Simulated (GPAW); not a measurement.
# MnO (Fm-3m) in GPAW: a series of runs

Aim: see how the results for MnO move with the level of theory and the settings. Levels: PBE+U, LDA+U. Tasks: single point from a typed occupation.

Program: GPAW 26.7.0. These are calculated values, not measurements. Logs are shortened: lines on timing, memory, paths and dates and some standing lists are left out, and cuts for length are marked. The log counts tension as positive stress, the text compression.

**1. Starting point**

Symmetry: Fm-3m, No. 225, cubic system. The conventional cell has a = 4.444 Å, b = 4.444 Å, c = 4.444 Å, α = 90.00°, β = 90.00°, γ = 90.00°. Around Mn (site symmetry m-3m) lie 6 O at 2.22 Å. O (site symmetry m-3m) is surrounded by 6 Mn at 2.22 Å.

**2. Single point from a typed occupation, PBE+U, collinear spin, ferromagnetic start**

run.py reads:

```python
import numpy as np
from ase.io import read
from ase.units import Ha
from gpaw import PW
from gpaw.dft import DFT
from gpaw.hubbard import aoom

atoms = read('POSCAR')
atoms.set_initial_magnetic_moments([5.0, 0.0])

def hold(setup, l, U, n_smm):
    """Build the Hubbard potential of this atom from a typed occupation matrix."""
    free = setup.hubbard_u.calculate

    def calculate(setup, D_sii):
        energy, dH_sii = free(setup, D_sii)
        m = 2 * l + 1
        first = np.cumsum([0] + [2 * x + 1 for x in setup.l_j])
        blocks = [slice(first[j], first[j] + m) for j, x in enumerate(setup.l_j) if x == l]
        for s, n_mm in enumerate(n_smm):
            _, V_ii = aoom(D_sii[s], l, setup.l_j, setup.n_j, setup.N0_q)
            for i1 in blocks:
                for i2 in blocks:
                    V_ii[i1, i2] *= U / Ha / 2 * (np.eye(m) - 2 * np.array(n_mm))
            dH_sii[s] = V_ii
        return energy, dH_sii

    setup.hubbard_u.calculate = calculate
    return free

# occupation matrices [spin][m][m'] in real spherical harmonics, m = -l ... l
start = {
    0: [[[1.0, 0.0, 0.0, 0.0, 0.0],
         [0.0, 1.0, 0.0, 0.0, 0.0],
         [0.0, 0.0, 1.0, 0.0, 0.0],
         [0.0, 0.0, 0.0, 1.0, 0.0],
         [0.0, 0.0, 0.0, 0.0, 1.0]],
        [[0.0, 0.0, 0.0, 0.0, 0.0],
         [0.0, 0.0, 0.0, 0.0, 0.0],
         [0.0, 0.0, 0.0, 0.0, 0.0],
         [0.0, 0.0, 0.0, 0.0, 0.0],
         [0.0, 0.0, 0.0, 0.0, 0.0]]],
}

dft = DFT(atoms,
          mode=PW(600),
          xc='PBE',
          kpts={'size': (7, 7, 7), 'gamma': True},
          occupations={'name': 'methfessel-paxton', 'order': 0, 'width': 0.05},
          setups={0: ':d,2.0'},
          nbands=23,
          convergence={'density': 0.0001, 'energy': 1e-05},
          maxiter=120,
          symmetry={'point_group': False},
          converge=False,
          txt='gpaw.txt')
free = {a: hold(dft.setups[a], l, 2, start[a]) for a, l in {0: 2}.items()}
dft.converge(steps=9)
for a, calculate in free.items():
    dft.setups[a].hubbard_u.calculate = calculate
dft.converge()
print(f'Energy: {dft.calculate_energy():.6f} eV')
print('Forces (eV/A):')
print(dft.calculate_forces().round(4))
print('Stress (eV/A^3):', dft.calculate_stress().round(6))
print('Moments:', dft.magmoms()[1][:, 2].round(3))
dft.write_converged()
dft.write_gpw_file('gs.gpw')
for a, l in {0: 2}.items():
    setup = dft.setups[a]
    for s, D_ii in enumerate(dft.density.D_asii[a]):
        n_mm = aoom(D_ii, l, setup.l_j, setup.n_j, setup.N0_q)[0]
        print(f'atom {a} spin {s} trace {n_mm.trace():.4f} eigenvalues', *np.linalg.eigvalsh(n_mm).round(3))
        np.savetxt(f'occupation-{a}-{s}.dat', n_mm, fmt='%8.4f')
```

POSCAR reads:

```
MnO
1.0
    0.0000000000      2.2220003300      2.2220003300
    2.2220003300      0.0000000000      2.2220003300
    2.2220003300      2.2220003300      0.0000000000
Mn O
1 1
Direct
    0.0000000000      0.0000000000      0.0000000000
    0.5000000000      0.5000000000      0.5000000000
```

Potentials or basis: GPAW PAW data sets (gpaw-data 1.2.1), pw.

Run with:

```
$ OMP_NUM_THREADS=1 python run.py
```

gpaw.txt:

```text
Diagonalizing LCAO Hamiltonian
Converting LCAO to pw mode

              O

       Mn

Atoms  # Å, Bohr magnetons
|   | symbol |        x |        y |        z |    initial magnetic moments |
|---|--------|----------|----------|----------|-----------------------------|
| 0 |     Mn | 0.000000 | 0.000000 | 0.000000 | ( 0.0000,  0.0000,  5.0000) |
| 1 |      O | 2.222000 | 2.222000 | 2.222000 | ( 0.0000,  0.0000,  0.0000) |

Unit cell  # Å
| periodic |        x |        y |        z |  lengths |    angles |
|----------|----------|----------|----------|----------|-----------|
|      yes | 0.000000 | 2.222000 | 2.222000 | 3.142383 | 60.000000 |
|      yes | 2.222000 | 0.000000 | 2.222000 | 3.142383 | 60.000000 |
|      yes | 2.222000 | 2.222000 | 0.000000 | 3.142383 | 60.000000 |

Number of symmetries: 1
Symmetry operations  # r_c * U_cc + t_c -> r_c
|   | kind |            matrix            |
|---|------|------------------------------|
| 0 |  E   |  1, 0, 0,  0, 1, 0,  0, 0, 1 |

BZ-sampling:
  Number of BZ points: 343
  Number of IBZ points: 172

  Monkhorst-Pack size: [7, 7, 7]
  Monkhorst-Pack shift: [0, 0, 0]

K-points  # in reciprocal-cell coordinates
|     |                                coordinates |     weight |
|-----|--------------------------------------------|------------|
|   0 | (  0.00000000,   0.00000000,   0.00000000) | 0.00291545 |
|   1 | (  0.00000000,   0.00000000,   0.14285714) | 0.00583090 |
|   2 | (  0.00000000,   0.00000000,   0.28571429) | 0.00583090 |
|   3 | (  0.00000000,   0.00000000,   0.42857143) | 0.00583090 |
|   4 | (  0.00000000,   0.14285714,  -0.42857143) | 0.00583090 |
|   5 | (  0.00000000,   0.14285714,  -0.28571429) | 0.00583090 |
|   6 | (  0.00000000,   0.14285714,  -0.14285714) | 0.00583090 |
|   7 | (  0.00000000,   0.14285714,   0.00000000) | 0.00583090 |
|   8 | (  0.00000000,   0.14285714,   0.14285714) | 0.00583090 |
|   9 | (  0.00000000,   0.14285714,   0.28571429) | 0.00583090 |
| ... |                                            |            |
| 171 | (  0.42857143,   0.42857143,   0.42857143) | 0.00583090 |

Plane wave coefficients: 748
Cutoff: 600.0 eV

Spin-components: 2 (collinear spins)
Bands:           23
Projectors:      11
Spin-degeneracy: 1
Datatype:        complex128

Parallelization:
  kpt:    1
  domain: 1
  band:   1

Density:
  Valence electrons: 21.0
  Components: 2
  Grid points: [18 18 18]
  Charge: 0.0  # |e|

Potential:
  Grid points: [18 18 18]

species:
  Mn:
    name:    Manganese
    Z:       25.0
    valence: 15
    core:    10
    charge:  0.0  # [|e|]
    Hubbard: {U: 2.0,  # eV
              l: 2,
              scale: True}
    compensation charges:
      type: gauss
      rc: 0.38  # [Å]
      lmax: 2
    cutoffs:
      filter: 2.14  # [Å]
      core: 0.86  # [Å]
    projectors
    | kind |    occ | energy [eV] | rcut [Å] |
    |------|--------|-------------|----------|
    |   3s |  2.000 |     -85.859 |    1.275 |
    |   4s |  2.000 |      -5.106 |    1.275 |
    |   3p |  6.000 |     -54.597 |    1.281 |
    |   4p |  0.000 |      -1.371 |    1.281 |
    |   3d |  5.000 |      -6.771 |    1.138 |
    |    d |        |      20.441 |    1.138 |

    Using partial waves for Mn as LCAO basis

  O:
    name:    Oxygen
    Z:       8.0
    valence: 6
    core:    2
    charge:  0.0  # [|e|]
    compensation charges:
      type: gauss
      rc: 0.21  # [Å]
      lmax: 2
    cutoffs:
      filter: 1.17  # [Å]
      core: 0.83  # [Å]
    projectors
    | kind |    occ | energy [eV] | rcut [Å] |
    |------|--------|-------------|----------|
    |   2s |  2.000 |     -23.961 |    0.688 |
    |   2p |  4.000 |      -9.029 |    0.598 |
    |    s |        |       3.251 |    0.688 |
    |    p |        |      18.182 |    0.598 |
    |    d |        |       0.000 |    0.619 |

    Using partial waves for O as LCAO basis

Reference energy: -33554.940374  # eV

eigensolver:
  PPCG
  Converge bands: occupied
  niter=2

density mixing:
  MSR1-Mixer
  Pratt-step length: 0.05
  Maximum mixing coefficient: 0.75
  Old densities: 10
  SVD Regularization: 0.005
  Good broyden scale: 1.0
  Trust region scale: 1.0
  Backstep threshold: 4.0
  History deletion threshold: 6.0
  Fourier metric: weight=20.0, sigma=0.015

occupation numbers:
  Methfessel-Paxton:
    width: 0.0500  # eV
    order: 0

poisson solver:
  ecut: 4800.0  # eV

xc functional:
  name: PBE with 2 nearest neighbor stencil

convergence criteria:
- Maximum integral of absolute [dens]ity change: 0.0001 electrons / valence electron
- Maximum [total energy] change in last 3 cyles: 1e-05 eV / valence electron
- Maximum integral of absolute [eigenst]ate change: 4e-08 eV^2 / valence electron
maximum number of iterations: 120

SCF iterations
|iter     | |      energy | eigst |  dens |  magmom |
|---------|-|-------------|-------|-------|---------|
|iter:   1| |  -17.918338 | -0.08 |       |  +5.0041|
|iter:   2| |  -17.619950 | -2.37 | -0.96 |  +5.0039|
|iter:   3| |  -16.881440 | -2.18 | -1.01 |  +5.0019|
|iter:   4| |  -16.902300 | -3.55 | -1.54 |  +5.0010|
|iter:   5| |  -16.913114 | -3.17 | -1.87 |  +5.0003|
|iter:   6| |  -16.916677 | -4.48 | -2.27 |  +5.0000|
|iter:   7| |  -16.917360 | -4.54 | -2.87 |  +5.0000|
|iter:   8| |  -16.917391 | -6.04 | -3.47 |  +5.0000|
convergence criteria:
- Maximum integral of absolute [dens]ity change: 0.0001 electrons / valence electron
- Maximum [total energy] change in last 3 cyles: 1e-05 eV / valence electron
- Maximum integral of absolute [eigenst]ate change: 4e-08 eV^2 / valence electron
maximum number of iterations: 120

SCF iterations
|iter     | |      energy | eigst |  dens |  magmom |
|---------|-|-------------|-------|-------|---------|
|iter:   1| |  -16.917338c| -9.30c|       |  +5.0000|
|iter:   2| |  -16.917716 | -6.05 | -4.99c|  +5.0000|
|iter:   3| |  -16.917685 | -7.35 | -3.07 |  +5.0000|
|iter:   4| |  -16.917720c| -7.32 | -3.13 |  +5.0000|
|iter:   5| |  -16.917716c| -7.98c| -3.06 |  +5.0000|
|iter:   6| |  -16.917647c| -6.42 | -3.07 |  +5.0000|
|iter:   7| |  -16.917714c| -6.44 | -3.31 |  +5.0000|
|iter:   8| |  -16.917715c| -8.10c| -3.07 |  +5.0000|
|iter:   9| |  -16.917715c| -8.79c| -3.07 |  +5.0000|
|iter:  10| |  -16.917715c| -9.17c| -3.07 |  +5.0000|
|iter:  11| |  -16.917715c| -9.42c| -3.07 |  +5.0000|
|iter:  12| |  -16.917715c| -9.70c| -3.07 |  +5.0000|
|iter:  13| |  -16.917715c| -9.84c| -3.07 |  +5.0000|
|iter:  14| |  -16.917715c|-10.04c| -3.07 |  +5.0000|
|iter:  15| |  -16.917715c|-10.16c| -3.07 |  +5.0000|
|iter:  16| |  -16.917715c|-10.31c| -3.07 |  +5.0000|
|iter:  17| |  -16.917715c|-10.43c| -3.07 |  +5.0000|
|iter:  18| |  -16.917715c|-10.57c| -3.07 |  +5.0000|
|iter:  19| |  -16.917715c|-10.69c| -3.07 |  +5.0000|
|iter:  20| |  -16.917715c|-10.82c| -3.07 |  +5.0000|
|iter:  21| |  -16.917715c|-10.95c| -3.07 |  +5.0000|
|iter:  22| |  -16.917715c|-11.08c| -3.07 |  +5.0000|
|iter:  23| |  -16.917715c|-11.20c| -3.07 |  +5.0000|
|iter:  24| |  -16.917715c|-11.33c| -3.07 |  +5.0000|
|iter:  25| |  -16.917715c|-11.45c| -3.07 |  +5.0000|
|iter:  26| |  -16.917715c|-11.58c| -3.07 |  +5.0000|
|iter:  27| |  -16.917715c|-11.70c| -3.07 |  +5.0000|
|iter:  28| |  -16.917715c|-11.83c| -3.07 |  +5.0000|
|iter:  29| |  -16.917715c|-11.95c| -3.07 |  +5.0000|
|iter:  30| |  -16.917715c|-12.08c| -3.07 |  +5.0000|
|iter:  31| |  -16.917715c|-12.20c| -3.07 |  +5.0000|
|iter:  32| |  -16.917716c| -8.27c| -3.07 |  +5.0000|
|iter:  33| |  -16.917716c|-10.38c| -3.07 |  +5.0000|
|iter:  34| |  -16.917716c|-11.72c| -3.07 |  +5.0000|
|iter:  35| |  -16.917701c| -8.12c| -3.07 |  +5.0000|
|iter:  36| |  -16.917710c| -8.61c| -3.10 |  +5.0000|
|iter:  37| |  -16.917715c| -9.01c| -3.08 |  +5.0000|
|iter:  38| |  -16.917677c| -7.17 | -3.07 |  +5.0000|
|iter:  39| |  -16.917703c| -7.48c| -3.17 |  +5.0000|
|iter:  40| |  -16.917654c| -6.74 | -3.10 |  +5.0000|
|iter:  41| |  -16.917697c| -6.84 | -3.30 |  +5.0000|
|iter:  42| |  -16.917643c| -6.25 | -3.12 |  +5.0000|
|iter:  43| |  -16.917667c| -6.62 | -3.54 |  +5.0000|
|iter:  44| |  -16.917645c| -6.52 | -3.24 |  +5.0000|
|iter:  45| |  -16.917647c| -7.17 | -3.72 |  +5.0000|
|iter:  46| |  -16.917647c| -7.64c| -4.34c|  +5.0000|
SCF steps: 46
Energy contributions relative to reference atoms: (reference = -33554.940374)

Energy contributions:
  Kinetic:          29.549100
  Coulomb:         -24.667763
  Zero:              0.212285
  External:          0.000000
  Xc:              -22.011161
  Entropy:          -0.000215
  Spinorbit:         0.000000
  ----------------------------
  Free energy:     -16.917755
  Extrapolated:    -16.917647

Forces  # eV/Ang
|        x |        y |        z |
|----------|----------|----------|
| -0.00000 |  0.00000 |  0.00000 |  # Mn   0
| -0.00000 | -0.00000 | -0.00000 |  # O    1

Stress tensor  # eV/Ang^3
|         x |         y |         z |
|-----------|-----------|-----------|
| -0.027514 | -0.000036 | -0.000036 |
| -0.000036 | -0.027514 | -0.000036 |
| -0.000036 | -0.000036 | -0.027514 |

Total magnetic moment: (0.000000, 0.000000, 5.000000)

Local magnetic moments
|        x |        y |        z |
|----------|----------|----------|
| 0.000000 | 0.000000 | 4.463769 |  # Mn   0
| 0.000000 | 0.000000 | 0.164158 |  # O    1

Fermi level: 7.938
Eigenvalues  # (at kpt = [0.000, 0.000, 0.000])
| band index |      eig [eV] | occ [0-1] |      eig [eV] | occ [0-1] |
|------------|---------------|-----------|---------------|-----------|
|          0 |       -73.149 |     1.000 |       -68.106 |     1.000 |
|        ... |               |           |               |           |
|          3 |       -41.953 |     1.000 |       -37.015 |     1.000 |
|          4 |       -11.908 |     1.000 |       -11.467 |     1.000 |
|          5 |         4.117 |     1.000 |         4.979 |     1.000 |
|          6 |         4.117 |     1.000 |         4.980 |     1.000 |
|          7 |         4.117 |     1.000 |         4.980 |     1.000 |
|          8 |         4.543 |     1.000 |         9.135 |     0.000 |
[... 8 lines left out ...]
|         17 |        24.213 |     0.000 |        26.499 |     0.000 |
|         18 |        27.811 |     0.000 |        30.402 |     0.000 |
|        ... |               |           |               |           |
|         22 |        30.512 |     0.000 |        32.775 |     0.000 |

No gap
No difference between direct/indirect transitions
Writing to gs.gpw (mode='')

  __  _  _
 | _ |_)|_||  |
 |__||  | ||/\| - 26.7.0

Input parameters:
  mode=PW(ecut=600.0),
  convergence={'density': 0.0001, 'energy': 1e-05},
  kpts=MonkhorstPack(size=(7, 7, 7), gamma=True),
  maxiter=120,
  nbands=23,
  occupations=Occupations(name='methfessel-paxton', order=0, width=0.05),
  setups={0: ':d,2.0'},
  symmetry=Symmetry(point_group=False),
  xc=XC(name='PBE')
# Writing to gs.gpw (mode='')
```

Wall time 4.3 min (1 thread of Intel Xeon 6975P-C (Granite Rapids), shared host); peak memory 0.26 GiB.

What came out:

```
Free energy            : -16.9178 eV
Pressure               : 4.4 GPa
Band gap on the k mesh : none (metal or under the smearing width)
Net moment             : 5.00 μB per cell
Site moments           : Mn +4.46; O +0.16 μB
```

Eigenvalues of the final occupation matrices:
```csv
site,spin,trace,eigenvalues
atom 1 ,1,5.12,1.01 1.01 1.01 1.05 1.05
atom 1 ,2,0.21,0.02 0.02 0.02 0.08 0.08
```

Caveat: the cutoff is short for stress and forces, so pressures can be off by a GPa or more; the occupation matrix was held by a function in the script for the first cycles and then freed; the end state hangs on it; a cell with one magnetic atom can't hold antiferromagnetic order, which such compounds often take.

**3. Single point from a typed occupation, PBE+U, collinear spin, ferromagnetic start**

run.py: that of step 2 with these lines changed.

```diff
@@ -59,3 +59,3 @@
 free = {a: hold(dft.setups[a], l, 2, start[a]) for a, l in {0: 2}.items()}
-dft.converge(steps=9)
+dft.converge(steps=16)
 for a, calculate in free.items():
```

POSCAR is that of step 2.

Potentials or basis: GPAW PAW data sets (gpaw-data 1.2.1), pw.

Run with:

```
$ OMP_NUM_THREADS=1 python run.py
```

gpaw.txt:

```text
Diagonalizing LCAO Hamiltonian
Converting LCAO to pw mode

              O

       Mn

Atoms  # Å, Bohr magnetons
|   | symbol |        x |        y |        z |    initial magnetic moments |
|---|--------|----------|----------|----------|-----------------------------|
| 0 |     Mn | 0.000000 | 0.000000 | 0.000000 | ( 0.0000,  0.0000,  5.0000) |
| 1 |      O | 2.222000 | 2.222000 | 2.222000 | ( 0.0000,  0.0000,  0.0000) |

Unit cell  # Å
| periodic |        x |        y |        z |  lengths |    angles |
|----------|----------|----------|----------|----------|-----------|
|      yes | 0.000000 | 2.222000 | 2.222000 | 3.142383 | 60.000000 |
|      yes | 2.222000 | 0.000000 | 2.222000 | 3.142383 | 60.000000 |
|      yes | 2.222000 | 2.222000 | 0.000000 | 3.142383 | 60.000000 |

Number of symmetries: 1
Symmetry operations  # r_c * U_cc + t_c -> r_c
|   | kind |            matrix            |
[... 248 lines left out ...]
|----------|----------|----------|
| 0.000000 | 0.000000 | 4.463779 |  # Mn   0
| 0.000000 | 0.000000 | 0.164155 |  # O    1

Fermi level: 7.938
Eigenvalues  # (at kpt = [0.000, 0.000, 0.000])
| band index |      eig [eV] | occ [0-1] |      eig [eV] | occ [0-1] |
|------------|---------------|-----------|---------------|-----------|
|          0 |       -73.149 |     1.000 |       -68.106 |     1.000 |
|        ... |               |           |               |           |
|          3 |       -41.953 |     1.000 |       -37.015 |     1.000 |
|          4 |       -11.908 |     1.000 |       -11.467 |     1.000 |
|          5 |         4.117 |     1.000 |         4.979 |     1.000 |
|          6 |         4.117 |     1.000 |         4.980 |     1.000 |
|          7 |         4.117 |     1.000 |         4.980 |     1.000 |
|          8 |         4.543 |     1.000 |         9.135 |     0.000 |
[... 8 lines left out ...]
|         17 |        24.213 |     0.000 |        26.499 |     0.000 |
|         18 |        27.811 |     0.000 |        30.401 |     0.000 |
|        ... |               |           |               |           |
|         22 |        30.512 |     0.000 |        32.775 |     0.000 |

No gap
No difference between direct/indirect transitions
Writing to gs.gpw (mode='')

  __  _  _
 | _ |_)|_||  |
 |__||  | ||/\| - 26.7.0

Input parameters:
  mode=PW(ecut=600.0),
  convergence={'density': 0.0001, 'energy': 1e-05},
  kpts=MonkhorstPack(size=(7, 7, 7), gamma=True),
  maxiter=120,
  nbands=23,
  occupations=Occupations(name='methfessel-paxton', order=0, width=0.05),
  setups={0: ':d,2.0'},
  symmetry=Symmetry(point_group=False),
  xc=XC(name='PBE')
# Writing to gs.gpw (mode='')
```

stdout:

```text
Energy: -16.917647 eV
Forces (eV/A):
[[0. 0. 0.]
 [0. 0. 0.]]
Stress (eV/A^3): [-2.7516e-02 -2.7516e-02 -2.7516e-02 -3.6000e-05 -3.6000e-05 -3.6000e-05]
Moments: [4.464 0.164]
atom 0 spin 0 trace 5.1153 eigenvalues 1.007 1.007 1.007 1.047 1.047
atom 0 spin 1 trace 0.2117 eigenvalues 0.02 0.02 0.02 0.076 0.076
```

occupation-0-0.dat:

```text
  1.0070  -0.0000  -0.0000  -0.0000   0.0000
 -0.0000   1.0070   0.0000  -0.0000  -0.0000
 -0.0000   0.0000   1.0471   0.0000   0.0000
 -0.0000  -0.0000   0.0000   1.0070   0.0000
  0.0000  -0.0000   0.0000   0.0000   1.0471
```

Run time: 4.9 min. Hardware: 1 thread of Intel Xeon 6975P-C (Granite Rapids), shared host; peak memory 0.26 GiB.

Results:

| Item | Value |
| --- | --- |
| Free energy | -16.9178 eV |
| Pressure | 4.4 GPa |
| Band gap on the k mesh | none (metal or under the smearing width) |
| Net moment | 5.00 μB per cell |
| Site moments | Mn +4.46; O +0.16 μB |

Eigenvalues of the final occupation matrices:
| site | spin | trace | eigenvalues |
| --- | --- | --- | --- |
| atom 1  | 1 | 5.12 | 1.01 1.01 1.01 1.05 1.05 |
| atom 1  | 2 | 0.21 | 0.02 0.02 0.02 0.08 0.08 |

Caveat: the cutoff is short for stress and forces, so pressures can be off by a GPa or more; the occupation matrix was held by a function in the script for the first cycles and then freed; the end state hangs on it; a cell with one magnetic atom can't hold antiferromagnetic order, which such compounds often take. The state reached can hang on the start; a lower one may exist.

[end of part 1 of 3]
